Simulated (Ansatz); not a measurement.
# HfSiO4: the cost of one run

Program: Ansatz 0.2.0. Level of theory: DFT, PBE, plane-wave PAW, default files, scalar-relativistic. These are calculated values, not measurements.

## 1. Starting point

Symmetry: I4_1/amd, No. 141, tetragonal system. The conventional cell has a = 6.572 Å, b = 6.572 Å, c = 5.963 Å, α = 90.00°, β = 90.00°, γ = 90.00°. Hf (site symmetry -4m2) is surrounded by 8 O at 2.11 to 2.26 Å. Si (site symmetry -4m2) has 4 O at 1.62 Å as nearest neighbours. Around O (site symmetry m) lie 1 Si at 1.62 Å and 2 Hf at 2.11 to 2.26 Å.

Coordinates:

```
Hf Si O
1.0
    -3.28625    3.28625    2.98160
     3.28625   -3.28625    2.98160
     3.28625    3.28625   -2.98160
Hf Si O
2 2 8
Direct
  0.75000 0.25000 0.50000
  0.00000 0.00000 0.00000
  0.25000 0.75000 0.50000
  0.50000 0.50000 0.00000
  0.13530 0.31980 0.81550
  0.06980 0.75430 0.68450
  0.50430 0.31980 0.18450
  0.06980 0.38530 0.31550
  0.61470 0.93020 0.68450
  0.68020 0.86470 0.18450
  0.24570 0.93020 0.31550
  0.68020 0.49570 0.81550
```

## 2. First run, atoms as given

Contents of input.yaml:

```yaml
crystal:
  lattice:
    - [-3.28625, 3.28625, 2.9816]
    - [3.28625, -3.28625, 2.9816]
    - [3.28625, 3.28625, -2.9816]
  atoms:
    - { symbol: Hf, position: [0.75, 0.25, 0.5] }
    - { symbol: Hf, position: [0.0, 0.0, 0.0] }
    - { symbol: Si, position: [0.25, 0.75, 0.5] }
    - { symbol: Si, position: [0.5, 0.5, 0.0] }
    - { symbol: O, position: [0.1353, 0.3198, 0.8155] }
    - { symbol: O, position: [0.0698, 0.7543, 0.6845] }
    - { symbol: O, position: [0.5043, 0.3198, 0.1845] }
    - { symbol: O, position: [0.0698, 0.3853, 0.3155] }
    - { symbol: O, position: [0.6147, 0.9302, 0.6845] }
    - { symbol: O, position: [0.6802, 0.8647, 0.1845] }
    - { symbol: O, position: [0.2457, 0.9302, 0.3155] }
    - { symbol: O, position: [0.6802, 0.4957, 0.8155] }
kpoints:
  mp_grid: { grid: [7, 7, 7] }
scf:
  occupations: { method: fermi_dirac, width: 0.02 }
hamiltonian:
  xc: pbe
  pseudopotentials: { kind: paw }
output:
  forces: true
  stress: true
  populations: true
  efg:
    quadrupole_moments_barn: { Hf: 3.365, O: -0.02558 }
    contact_densities: true
  write_density: true
  write_potential: true
  elf: true
  volumetric_format: npy
```

Run with:

```console
ansatz run input.yaml --threads 4 --pin off --max-ram 8192MiB --backend cpu --events-out ev --progress --plain --runs-dir out
```

What time and memory should one allow on 4 threads of Intel Xeon Platinum 8488C (Sapphire Rapids), shared host?

About 6.6 s, with a peak of 0.79 GiB.
